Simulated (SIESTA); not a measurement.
# HfO2 under changes of volume

One of the cells (10.955 Å³/atom); the others are scaled copies at fixed shape and fractional positions:

```
CELL_PARAMETERS angstrom
5.21946 0.00000 0.00000
0.00000 5.00476 0.00000
0.00000 0.00000 5.03269
ATOMIC_POSITIONS crystal
Hf 0.96699 0.73252 0.74144
Hf 0.53301 0.73252 0.24144
Hf 0.46699 0.26748 0.74144
Hf 0.03301 0.26748 0.24144
O 0.63213 0.92865 0.87927
O 0.86787 0.92865 0.37927
O 0.23395 0.53988 0.49229
O 0.26605 0.53988 0.99229
O 0.76605 0.46012 0.99229
O 0.73395 0.46012 0.49229
O 0.13213 0.07135 0.87927
O 0.36787 0.07135 0.37927
```

Measurements of this composition are mostly on another form, of space group No. 14.

```yaml
Program: SIESTA 5.4.2
Functional: PBE
Potentials_or_basis: PseudoDojo 0.4 standard (PBE files)
Basis: TZ (energy shift 0.002 Ry)
Grid_cutoff: 800 Ry
Energy_shift: 0.002 Ry
k_mesh: 4 × 4 × 4
Occupations: fermi-dirac, width 0.05 eV
Spin: no spin polarisation
```

```csv
volume (Å³/atom),energy over the lowest point (meV/atom),pressure (GPa),gap on the mesh (eV),largest force (eV/Å)
10.298,?,?,?,?
10.517,54.15,22.5,4.52,0.341
10.736,28.10,15.7,4.44,0.256
10.955,10.96,9.5,4.35,0.185
11.175,1.88,3.9,4.28,0.127
11.394,0.00,-1.1,4.20,0.101
11.613,4.64,-5.6,4.12,0.123
```

Task: What does the run at 10.298 Å³/atom give?

Result: Energy over the lowest point 90.08 meV/atom; pressure 30.1 GPa; gap on the mesh 4.60 eV; largest force 0.438 eV/Å.

Worked out: A Birch-Murnaghan fit of order 3 (a polynomial in V^(-2/3)) to the other rows has its minimum at 11.34 Å³/atom with B0 = V·E''(V) = 251 GPa and B' = 4.5 at fixed shape and positions, which overstates the stiffness. It gives 90.17 meV/atom at 10.298 Å³/atom, against the run's 90.08, and -dE/dV = 30.3 GPa, against 30.1. A straight line through the other rows of the gap, of slope -4.02 eV per unit of ln V, extrapolates to 4.60 eV, against the run's 4.60.

Energies are extrapolated to zero smearing.

Caveats: the basis has no polarisation orbitals; semicore shells carry a single zeta, which can move pressures by several GPa and volumes by a few percent; spin-orbit coupling is left out, which moves the levels of the heavy elements; the basis of atomic orbitals isn't converged, which shifts pressures, moduli and gaps.

A mesh can miss the band edges.
